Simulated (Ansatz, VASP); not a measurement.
**One calculation of MgTe, two programs**

```
Mg Te
1.0
     4.60717    0.00000    0.00000
    -2.30358    3.98992    0.00000
     0.00000    0.00000    7.50551
Mg Te
2 2
Direct
  0.33333 0.66667 0.00442
  0.66667 0.33333 0.50442
  0.33333 0.66667 0.38058
  0.66667 0.33333 0.88058
```

Alike in both runs: functional PBE; k mesh 9 × 9 × 4; occupations gaussian, width 0.02 eV; no spin polarisation.

Ansatz relaxed the structure, and its values are those at the end. VASP's run is a single point on that final structure, the one shown.

|  | VASP | Ansatz |
| --- | --- | --- |
| version | VASP 6.6.1 | Ansatz 0.2.0 |
| potentials or method | VASP PAW PBE potentials, release 64 (Mg, Te) | scalar-relativistic, plane waves, PAW |
| plane-wave cutoff (eV) | 520 | 420 |
| valence electrons in the cell | 16 | 52 |

Ansatz gave:

```
gap on the k mesh at the Fermi level (eV) : 2.37
least direct gap on the mesh (eV)         : 2.37
pressure (GPa)                            : 0.0
```

Which values does VASP return?

gap on the k mesh at the Fermi level (eV): 2.36; least direct gap on the mesh (eV): 2.36; pressure (GPa): 0.0.

The two sets of potentials don't hold the same shells in valence.

Caveats: spin-orbit coupling is left out, which moves the levels of the heavy elements. As with any semilocal functional, this PBE gap is likely too small.
